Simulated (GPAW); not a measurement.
# HfO2 (P4_2/nmc) in GPAW: relaxation of cell and atoms with PBE+D4

Aim: the relaxation of cell and atoms of HfO2 with PBE+D4.

Everything below comes from runs of GPAW 26.7.0. Logs are shortened: lines on timing, memory, paths and dates and some standing lists are left out, and cuts for length are marked. The log counts tension as positive stress, the text compression.

## Step 1: Starting point

The structure is tetragonal, space group P4_2/nmc (No. 137). The conventional cell has a = 3.558 Å, b = 3.558 Å, c = 5.172 Å, α = 90.00°, β = 90.00°, γ = 90.00°. Hf (site symmetry -4m2) is surrounded by 4 O at 2.05 Å. O (site symmetry 2mm) has 2 Hf at 2.05 Å as nearest neighbours.

Measurements of this composition are mostly on another form, of space group No. 14.

## Step 2: Relaxation of cell and atoms, PBE+D4

Contents of run.py:

```python
from ase import Atoms
from ase.calculators.mixing import SumCalculator
from ase.filters import FrechetCellFilter
from ase.io import write
from ase.optimize import BFGS
from dftd4.ase import DFTD4
from gpaw import GPAW, PW

atoms = Atoms(['Hf', 'Hf', 'O', 'O', 'O', 'O'],
              cell=[[3.55801933, 0.0, 0.0],
                    [0.0, 3.55801933, 0.0],
                    [0.0, 0.0, 5.17186121]],
              scaled_positions=[[0.0, 0.0, 0.0],
                                [0.5, 0.5, 0.5],
                                [0.0, 0.5, 0.19720788],
                                [0.5, 0.0, 0.30279212],
                                [0.5, 0.0, 0.80279212],
                                [0.0, 0.5, 0.69720788]],
              pbc=True)

calc = GPAW(mode=PW(800),
            xc='PBE',
            kpts={'size': (5, 5, 3), 'gamma': True},
            occupations={'name': 'fermi-dirac', 'width': 0.05},
            nbands=43,
            convergence={'density': 1e-05, 'energy': 1e-05},
            maxiter=150,
            txt='gpaw.txt')
atoms.calc = SumCalculator([calc, DFTD4(method='pbe')])
opt = BFGS(FrechetCellFilter(atoms), trajectory='relax.traj', logfile='-')
done = opt.run(fmax=0.05, steps=60)
calc.write('gs.gpw')
write('result.traj', atoms)
print('Converged:', done)
print('Cell:', atoms.cell.cellpar().round(4))
print('Volume:', round(atoms.get_volume(), 4))
print(atoms.get_scaled_positions().round(5))
```

Potentials or basis: GPAW PAW data sets (gpaw-data 1.2.1), pw.

Started as:

```bash
OMP_NUM_THREADS=1 python run.py
```

gpaw.txt:

```text
__  _  _
 | _ |_)|_||  |
 |__||  | ||/\| - 26.7.0

Input parameters:
  mode=PW(ecut=800.0),
  convergence={'density': 1e-05, 'energy': 1e-05},
  kpts=MonkhorstPack(size=(5, 5, 3), gamma=True),
  maxiter=150,
  nbands=43,
  occupations=Occupations(name='fermi-dirac', width=0.05),
  xc=XC(name='PBE')

Diagonalizing LCAO Hamiltonian
Converting LCAO to pw mode
   .--------.
  /|        |
 * |        |
 |O| O      |
 | |   Hf   |
 | |        |
 |O.-O------.
 |/        /
 Hf-------*

Atoms  # Å, Bohr magnetons
|   | symbol |        x |        y |        z |    initial magnetic moments |
|---|--------|----------|----------|----------|-----------------------------|
| 0 |     Hf | 0.000000 | 0.000000 | 0.000000 | ( 0.0000,  0.0000,  0.0000) |
| 1 |     Hf | 1.779010 | 1.779010 | 2.585931 | ( 0.0000,  0.0000,  0.0000) |
| 2 |      O | 0.000000 | 1.779010 | 1.019932 | ( 0.0000,  0.0000,  0.0000) |
| 3 |      O | 1.779010 | 0.000000 | 1.565999 | ( 0.0000,  0.0000,  0.0000) |
| 4 |      O | 1.779010 | 0.000000 | 4.151929 | ( 0.0000,  0.0000,  0.0000) |
| 5 |      O | 0.000000 | 1.779010 | 3.605862 | ( 0.0000,  0.0000,  0.0000) |

Unit cell  # Å
| periodic |        x |        y |        z |  lengths |    angles |
|----------|----------|----------|----------|----------|-----------|
|      yes | 3.558019 | 0.000000 | 0.000000 | 3.558019 | 90.000000 |
|      yes | 0.000000 | 3.558019 | 0.000000 | 3.558019 | 90.000000 |
|      yes | 0.000000 | 0.000000 | 5.171861 | 5.171861 | 90.000000 |

Number of symmetries: 8
Symmetry operations  # r_c * U_cc + t_c -> r_c
|   | kind |            matrix            |
|---|------|------------------------------|
| 0 |  E   |  1, 0, 0,  0, 1, 0,  0, 0, 1 |
| 1 |  σ   |  1, 0, 0,  0,-1, 0,  0, 0, 1 |
| 2 |  C2  |  0, 1, 0,  1, 0, 0,  0, 0,-1 |
| 3 |  S4  |  0, 1, 0, -1, 0, 0,  0, 0,-1 |
| 4 |  S4  |  0,-1, 0,  1, 0, 0,  0, 0,-1 |
| 5 |  C2  |  0,-1, 0, -1, 0, 0,  0, 0,-1 |
| 6 |  σ   | -1, 0, 0,  0, 1, 0,  0, 0, 1 |
| 7 |  C2  | -1, 0, 0,  0,-1, 0,  0, 0, 1 |

BZ-sampling:
  Number of BZ points: 75
  Number of IBZ points: 12

  Monkhorst-Pack size: [5, 5, 3]
  Monkhorst-Pack shift: [0, 0, 0]

K-points  # in reciprocal-cell coordinates
|     |                                coordinates |     weight |
|-----|--------------------------------------------|------------|
|   0 | (  0.00000000,   0.00000000,   0.00000000) | 0.01333333 |
|   1 | (  0.00000000,   0.00000000,   0.33333333) | 0.02666667 |
|   2 | (  0.20000000,   0.00000000,   0.00000000) | 0.05333333 |
|   3 | (  0.20000000,   0.00000000,   0.33333333) | 0.10666667 |
|   4 | (  0.20000000,   0.20000000,   0.00000000) | 0.05333333 |
|   5 | (  0.20000000,   0.20000000,   0.33333333) | 0.10666667 |
|   6 | (  0.40000000,   0.00000000,   0.00000000) | 0.05333333 |
|   7 | (  0.40000000,   0.00000000,   0.33333333) | 0.10666667 |
|   8 | (  0.40000000,   0.20000000,   0.00000000) | 0.10666667 |
|   9 | (  0.40000000,   0.20000000,   0.33333333) | 0.21333333 |
| ... |                                            |            |
|  11 | (  0.40000000,   0.40000000,   0.33333333) | 0.10666667 |
[... 150 lines left out ...]
|         19 |         6.367 |     2.000 |
|         20 |         6.973 |     2.000 |
|         21 |         7.538 |     2.000 |
[... 8 lines left out ...]
|         30 |        16.760 |     0.000 |
|         31 |        16.760 |     0.000 |
|        ... |               |           |
|         42 |        25.634 |     0.000 |

Gap: 4.762 eV
Transition (v -> c):
  (s=0, k=4, n=23, [0.20, 0.20, 0.00]) -> (s=0, k=0, n=24, [0.00, 0.00, 0.00])
Direct/indirect transitions are different
Direct gap: 4.828 eV
Transition at: (s=0, k=0, n=23, [0.00, 0.00, 0.00])

Stress tensor  # eV/Ang^3
|         x |         y |         z |
|-----------|-----------|-----------|
| -0.069004 |  0.000000 |  0.000000 |
|  0.000000 | -0.069004 |  0.000000 |
|  0.000000 |  0.000000 | -0.058753 |

Forces  # eV/Ang
|       x |       y |        z |
|---------|---------|----------|
| 0.00000 | 0.00000 |  0.00000 |  # Hf   0
| 0.00000 | 0.00000 |  0.00000 |  # Hf   1
| 0.00000 | 0.00000 |  0.26322 |  # O    2
| 0.00000 | 0.00000 | -0.26319 |  # O    3
| 0.00000 | 0.00000 | -0.26322 |  # O    4
| 0.00000 | 0.00000 |  0.26319 |  # O    5

Interpolating wave functions to new cell

        O
            O
             Hf

        O   O

       Hf

Atoms  # Å, Bohr magnetons
|   | symbol |         x |         y |         z |    initial magnetic moments |
|---|--------|-----------|-----------|-----------|-----------------------------|
| 0 |     Hf | -0.000000 |  0.000000 | -0.000000 | ( 0.0000,  0.0000,  0.0000) |
| 1 |     Hf |  1.781224 |  1.781224 |  2.588509 | ( 0.0000,  0.0000,  0.0000) |
| 2 |      O |  0.000000 |  1.781224 |  1.024412 | ( 0.0000,  0.0000,  0.0000) |
| 3 |      O |  1.781224 | -0.000000 |  1.564097 | ( 0.0000,  0.0000,  0.0000) |
| 4 |      O |  1.781224 | -0.000000 |  4.152606 | ( 0.0000,  0.0000,  0.0000) |
| 5 |      O | -0.000000 |  1.781224 |  3.612920 | ( 0.0000,  0.0000,  0.0000) |

Unit cell  # Å
| periodic |         x |         y |         z |  lengths |    angles |
|----------|-----------|-----------|-----------|----------|-----------|
|      yes |  3.562447 |  0.000000 | -0.000000 | 3.562447 | 90.000000 |
|      yes |  0.000000 |  3.562447 | -0.000000 | 3.562447 | 90.000000 |
|      yes | -0.000000 | -0.000000 |  5.177017 | 5.177017 | 90.000000 |

Number of symmetries: 8
Symmetry operations  # r_c * U_cc + t_c -> r_c
|   | kind |            matrix            |
|---|------|------------------------------|
| 0 |  E   |  1, 0, 0,  0, 1, 0,  0, 0, 1 |
| 1 |  σ   |  1, 0, 0,  0,-1, 0,  0, 0, 1 |
| 2 |  C2  |  0, 1, 0,  1, 0, 0,  0, 0,-1 |
| 3 |  S4  |  0, 1, 0, -1, 0, 0,  0, 0,-1 |
| 4 |  S4  |  0,-1, 0,  1, 0, 0,  0, 0,-1 |
| 5 |  C2  |  0,-1, 0, -1, 0, 0,  0, 0,-1 |
| 6 |  σ   | -1, 0, 0,  0, 1, 0,  0, 0, 1 |
| 7 |  C2  | -1, 0, 0,  0,-1, 0,  0, 0, 1 |

BZ-sampling:
  Number of BZ points: 75
  Number of IBZ points: 12

  Monkhorst-Pack size: [5, 5, 3]
  Monkhorst-Pack shift: [0, 0, 0]

K-points  # in reciprocal-cell coordinates
|     |                                coordinates |     weight |
|-----|--------------------------------------------|------------|
|   0 | (  0.00000000,   0.00000000,   0.00000000) | 0.01333333 |
|   1 | (  0.00000000,   0.00000000,   0.33333333) | 0.02666667 |
|   2 | (  0.20000000,   0.00000000,   0.00000000) | 0.05333333 |
|   3 | (  0.20000000,   0.00000000,   0.33333333) | 0.10666667 |
|   4 | (  0.20000000,   0.20000000,   0.00000000) | 0.05333333 |
|   5 | (  0.20000000,   0.20000000,   0.33333333) | 0.10666667 |
|   6 | (  0.40000000,   0.00000000,   0.00000000) | 0.05333333 |
|   7 | (  0.40000000,   0.00000000,   0.33333333) | 0.10666667 |
|   8 | (  0.40000000,   0.20000000,   0.00000000) | 0.10666667 |
|   9 | (  0.40000000,   0.20000000,   0.33333333) | 0.21333333 |
| ... |                                            |            |
|  11 | (  0.40000000,   0.40000000,   0.33333333) | 0.10666667 |
[... 147 lines left out ...]
|         19 |         6.338 |     2.000 |
|         20 |         6.958 |     2.000 |
|         21 |         7.499 |     2.000 |
[... 8 lines left out ...]
|         30 |        16.675 |     0.000 |
|         31 |        16.675 |     0.000 |
|        ... |               |           |
|         42 |        25.560 |     0.000 |

Gap: 4.750 eV
Transition (v -> c):
  (s=0, k=1, n=23, [0.00, 0.00, 0.33]) -> (s=0, k=0, n=24, [0.00, 0.00, 0.00])
Direct/indirect transitions are different
Direct gap: 4.807 eV
Transition at: (s=0, k=0, n=23, [0.00, 0.00, 0.00])

Stress tensor  # eV/Ang^3
|         x |         y |         z |
|-----------|-----------|-----------|
| -0.061341 |  0.000000 |  0.000000 |
|  0.000000 | -0.061341 |  0.000000 |
|  0.000000 |  0.000000 | -0.051556 |

Forces  # eV/Ang
|        x |       y |        z |
|----------|---------|----------|
|  0.00000 | 0.00000 |  0.00000 |  # Hf   0
|  0.00000 | 0.00000 |  0.00000 |  # Hf   1
|  0.00000 | 0.00000 |  0.22008 |  # O    2
| -0.00000 | 0.00000 | -0.22008 |  # O    3
|  0.00000 | 0.00000 | -0.22008 |  # O    4
|  0.00000 | 0.00000 |  0.22008 |  # O    5

Interpolating wave functions to new cell

        O
            O
             Hf

        O   O

       Hf

Atoms  # Å, Bohr magnetons
|   | symbol |         x |         y |         z |    initial magnetic moments |
|---|--------|-----------|-----------|-----------|-----------------------------|
| 0 |     Hf | -0.000000 | -0.000000 | -0.000000 | ( 0.0000,  0.0000,  0.0000) |
| 1 |     Hf |  1.792727 |  1.792727 |  2.601460 | ( 0.0000,  0.0000,  0.0000) |
| 2 |      O | -0.000000 |  1.792727 |  1.047069 | ( 0.0000,  0.0000,  0.0000) |
| 3 |      O |  1.792727 |  0.000000 |  1.554392 | ( 0.0000,  0.0000,  0.0000) |
| 4 |      O |  1.792727 |  0.000000 |  4.155851 | ( 0.0000,  0.0000,  0.0000) |
| 5 |      O | -0.000000 |  1.792727 |  3.648528 | ( 0.0000,  0.0000,  0.0000) |

Unit cell  # Å
| periodic |         x |         y |        z |  lengths |    angles |
|----------|-----------|-----------|----------|----------|-----------|
|      yes |  3.585454 | -0.000000 | 0.000000 | 3.585454 | 90.000000 |
|      yes | -0.000000 |  3.585454 | 0.000000 | 3.585454 | 90.000000 |
|      yes |  0.000000 |  0.000000 | 5.202920 | 5.202920 | 90.000000 |

Number of symmetries: 8
Symmetry operations  # r_c * U_cc + t_c -> r_c
|   | kind |            matrix            |
|---|------|------------------------------|
| 0 |  E   |  1, 0, 0,  0, 1, 0,  0, 0, 1 |
| 1 |  σ   |  1, 0, 0,  0,-1, 0,  0, 0, 1 |
| 2 |  C2  |  0, 1, 0,  1, 0, 0,  0, 0,-1 |
| 3 |  S4  |  0, 1, 0, -1, 0, 0,  0, 0,-1 |
| 4 |  S4  |  0,-1, 0,  1, 0, 0,  0, 0,-1 |
| 5 |  C2  |  0,-1, 0, -1, 0, 0,  0, 0,-1 |
| 6 |  σ   | -1, 0, 0,  0, 1, 0,  0, 0, 1 |
| 7 |  C2  | -1, 0, 0,  0,-1, 0,  0, 0, 1 |

BZ-sampling:
  Number of BZ points: 75
  Number of IBZ points: 12

  Monkhorst-Pack size: [5, 5, 3]
  Monkhorst-Pack shift: [0, 0, 0]

K-points  # in reciprocal-cell coordinates
|     |                                coordinates |     weight |
|-----|--------------------------------------------|------------|
|   0 | (  0.00000000,   0.00000000,   0.00000000) | 0.01333333 |
|   1 | (  0.00000000,   0.00000000,   0.33333333) | 0.02666667 |
|   2 | (  0.20000000,   0.00000000,   0.00000000) | 0.05333333 |
|   3 | (  0.20000000,   0.00000000,   0.33333333) | 0.10666667 |
|   4 | (  0.20000000,   0.20000000,   0.00000000) | 0.05333333 |
|   5 | (  0.20000000,   0.20000000,   0.33333333) | 0.10666667 |
|   6 | (  0.40000000,   0.00000000,   0.00000000) | 0.05333333 |
|   7 | (  0.40000000,   0.00000000,   0.33333333) | 0.10666667 |
|   8 | (  0.40000000,   0.20000000,   0.00000000) | 0.10666667 |
|   9 | (  0.40000000,   0.20000000,   0.33333333) | 0.21333333 |
| ... |                                            |            |
|  11 | (  0.40000000,   0.40000000,   0.33333333) | 0.10666667 |
[... 149 lines left out ...]
|         19 |         6.188 |     2.000 |
|         20 |         6.880 |     2.000 |
|         21 |         7.298 |     2.000 |
[... 8 lines left out ...]
|         30 |        16.247 |     0.000 |
|         31 |        16.247 |     0.000 |
|        ... |               |           |
|         42 |        25.176 |     0.000 |

Gap: 4.626 eV
Transition (v -> c):
  (s=0, k=1, n=23, [0.00, 0.00, 0.33]) -> (s=0, k=0, n=24, [0.00, 0.00, 0.00])
Direct/indirect transitions are different
Direct gap: 4.681 eV
Transition at: (s=0, k=0, n=23, [0.00, 0.00, 0.00])

Stress tensor  # eV/Ang^3
|         x |         y |         z |
|-----------|-----------|-----------|
| -0.024214 |  0.000000 | -0.000000 |
|  0.000000 | -0.024214 |  0.000000 |
| -0.000000 |  0.000000 | -0.016456 |

Forces  # eV/Ang
|       x |        y |        z |
|---------|----------|----------|
| 0.00000 |  0.00000 |  0.00000 |  # Hf   0
| 0.00000 |  0.00000 |  0.00000 |  # Hf   1
| 0.00000 |  0.00000 |  0.02416 |  # O    2
| 0.00000 | -0.00000 | -0.02418 |  # O    3
| 0.00000 |  0.00000 | -0.02416 |  # O    4
| 0.00000 |  0.00000 |  0.02418 |  # O    5

# Writing to gs.gpw (mode='')
```

It took 68 s on 1 thread of AMD EPYC 7B13 (Zen 3), shared host; peak memory 0.25 GiB.

What came out:

- Free energy: -57.5335 eV
- Relaxed volume: 11.15 Å³/atom
- Relaxed cell: a = 3.585 Å, b = 3.585 Å, c = 5.203 Å, α = 90.00°, β = 90.00°, γ = 90.00°
- Space group after relaxing (to 0.05 Å): P4_2/nmc (No. 137)
- Energy gained by relaxing: 7.4 meV/atom
- Ionic steps: 3
- Pressure after relaxing: 0.3 GPa
- Largest force after relaxing: 0.005 eV/Å
- Band gap on the k mesh: 4.63 eV, indirect (least direct gap 4.68 eV)
- Dispersion energy per atom: -0.191 eV

Forces in eV/Å, atoms in the order of the input:
```
Hf   0.000  0.000  0.000
Hf   0.000  0.000  0.000
O    0.000  0.000  0.005
O    0.000  0.000 -0.005
O    0.000  0.000 -0.005
O    0.000  0.000  0.005
```

The path:
```tsv
step	energy change (eV)	largest force (eV/Å)	pressure (GPa)	volume (Å³)
1	0.0000	0.2422	7.16	65.47
2	-0.0128	0.1994	5.99	65.70
3	-0.0443	0.0051	0.29	66.89
```

Final structure:
```xyz
6
Lattice="3.5855 0.0000 0.0000 0.0000 3.5855 0.0000 0.0000 0.0000 5.2029" Properties=species:S:1:pos:R:3 pbc="T T T"
Hf    0.0000    0.0000    0.0000
Hf    1.7927    1.7927    2.6015
O     0.0000    1.7927    1.0471
O     1.7927    0.0000    1.5544
O     1.7927    0.0000    4.1559
O     0.0000    1.7927    3.6485
```

Caveat: the k mesh is coarse; later steps reuse the first step's grids; spin-orbit coupling is left out, which moves the levels of the heavy elements; an odd mesh through Γ misses points on the zone boundary, where band edges often lie.
